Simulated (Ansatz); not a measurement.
Runs of Ansatz 0.2.0 on MnO. It takes space group Fm-3m (No. 225, cubic). The conventional cell has a = 4.444 Å, b = 4.444 Å, c = 4.444 Å, α = 90.00°, β = 90.00°, γ = 90.00°. Mn (site symmetry m-3m) has 6 O at 2.22 Å as nearest neighbours. O (site symmetry m-3m) has 6 Mn at 2.22 Å as nearest neighbours. 

| level | U | gap on the mesh (eV) | pressure (GPa) | moment (μB) |
| --- | --- | --- | --- | --- |
| PBEsol | - | none | -6.9 | 4.76 |
| PBEsol+U | Mn d U = 4 eV | none | 3.3 | 5.00 |
| PBEsol+U | Mn d U = 8 eV | (a) | 7.9 | 5.00 |
| PBEsol+U | Mn d U = 2 eV | none | (b) | 5.00 |
| PBEsol+U | Mn d U = 6 eV | 0.33 | 5.6 | 5.00 |

Alike in all rows: task density of states; potentials or basis all-electron LAPW, scalar-relativistic; spin collinear, ferromagnetic start; cell as given; k mesh 10 × 10 × 10; cutoff (eV) 325; smearing fermi-dirac 0.05 eV; basis error allowed 0.001 eV/atom.

Task: Estimate the missing entries.

Result: (a) 0.55; (b) 0.8.

Caveats: a cell with one magnetic atom can't hold antiferromagnetic order, which such compounds often take; the density of states is complete only up to the lowest level of the last band computed; the magnetic state may not be the lowest (some runs); U is the effective U less J, on atomic orbitals that reach past the spheres (some runs); semilocal functionals often make such compounds metallic where correlation or magnetic order opens a gap, which also shifts bond lengths (some runs).

A k mesh can miss the band edges.

A gap of «none» marks a metal or a gap under the smearing width.
